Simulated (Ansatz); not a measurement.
A run of Ansatz 0.2.0:

The input input.yaml:

```yaml
crystal:
  lattice:
    - [0.0, 2.04275, 2.04275]
    - [2.04275, 0.0, 2.04275]
    - [2.04275, 2.04275, 0.0]
  atoms:
    - { symbol: Ag, position: [0.0, 0.0, 0.0] }
kpoints:
  mp_grid: { grid: [11, 11, 11] }
scf:
  occupations: { method: fermi_dirac, width: 0.05 }
hamiltonian:
  xc: pbe
  dispersion: d4
  pseudopotentials: { kind: all_electron, lapw: { basis_error: 0.001 } }
output:
  forces: true
  stress: true
relax:
  f_tol: 0.005
  max_steps: 60
  cell: {}
```

Potentials or basis: all-electron LAPW, scalar-relativistic.

Command:

```sh
$ ansatz run input.yaml --threads 1 --pin off --max-ram 3072MiB --backend cpu --events-out ev --progress --plain --runs-dir out
```

Hardware: 1 thread of Intel(R) Xeon(R) Platinum 8559C (Emerald Rapids), with other jobs on the host.

Task: Estimate the wall time of this run.

Result: Wall time 7.2 s on 1 thread of Intel(R) Xeon(R) Platinum 8559C (Emerald Rapids) (shared host), peak memory 0.32 GiB. Counts: scf iterations 15, plane waves 169, k points 56, bands 14, ion steps 4.
